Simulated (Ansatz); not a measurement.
# KI: a sweep of the PAW cutoff

One table from this session's results is given with a row withheld; the runs are named, their logs left out.

Method: DFT, PBE, PAW with Ansatz's default frozen-core files, scalar-relativistic, in Ansatz 0.2.0.

## The starting structure

The structure is cubic, space group Fm-3m (No. 225). Conventional cell: a = 7.049 Å, b = 7.049 Å, c = 7.049 Å, α = 90.00°, β = 90.00°, γ = 90.00°. K (site symmetry m-3m) has 6 I at 3.52 Å as nearest neighbours. I (site symmetry m-3m) is surrounded by 6 K at 3.52 Å.

As a file:

```cif
data_structure
_symmetry_space_group_name_H-M 'Fm-3m'
_symmetry_Int_Tables_number 225
_cell_length_a 7.0491
_cell_length_b 7.0491
_cell_length_c 7.0491
_cell_angle_alpha 90.000
_cell_angle_beta 90.000
_cell_angle_gamma 90.000
_cell_volume 350.27
loop_
_atom_site_label
_atom_site_type_symbol
_atom_site_symmetry_multiplicity
_atom_site_Wyckoff_symbol
_atom_site_fract_x
_atom_site_fract_y
_atom_site_fract_z
_atom_site_occupancy
K1 K 4 a 0.00000 0.00000 0.00000 1
I1 I 4 b 0.50000 0.00000 0.00000 1
```

The file gives the conventional cell by its symmetry; the runs use the cell typed in the input.

The cell comes from a crystallographic database entry that wasn't checked; take it as a given geometry, which may be far from equilibrium.

Atoms are numbered in the order of the input: K1, I2.

Set-up of the first run:

Contents of input.yaml:

```yaml
crystal:
  lattice:
    - [0.0, 3.52455, 3.52455]
    - [3.52455, 0.0, 3.52455]
    - [3.52455, 3.52455, 0.0]
  atoms:
    - { symbol: K, position: [0.0, 0.0, 0.0] }
    - { symbol: I, position: [0.5, 0.5, 0.5] }
kpoints:
  mp_grid: { grid: [6, 6, 6] }
scf:
  occupations: { method: fermi_dirac, width: 0.02 }
hamiltonian:
  xc: pbe
  pseudopotentials: { kind: paw }
output:
  forces: true
  stress: true
  eigenvalues: true
  efg: { contact_densities: true }
basis:
  ecutwfc: 150
```

Among the steps run: With PAW files, cutoff 150 eV; With PAW files, cutoff 200 eV; With PAW files, cutoff 250 eV; With PAW files, cutoff 300 eV; With PAW files, cutoff 350 eV.

One table of the session follows, with a row left open; its other results are not shown here.

It belongs to the step «The sweep in one table». 

```
cutoff (eV)  pressure (GPa)  gap on the k mesh (eV)
        150            8.54                    4.11
        200            0.91                    3.95
        250               ?                       ?
        300            0.68                    3.98
        350            0.68                    3.98
```

Q: Estimate the row for cutoff (eV) = 250 from the others.

Worked estimate for «pressure (GPa)». A straight line through the neighbours (200, 0.91) and (300, 0.68) gives 0.91 + (0.68 − 0.91) × (250 − 200) / (300 − 200) = 0.80; a parabola fitted to 4 rows on both sides gives -0.48, of a sign that no row has.

**Answer.** pressure (GPa): 0.79; gap on the k mesh (eV): 3.96. In «pressure (GPa)» the line misses by +0.01 and the parabola by -1.27.

Energies are those extrapolated to zero smearing.

Limits of these values: Warnings in the runs' records: cutoff below recommended, gradients without spin orbit.
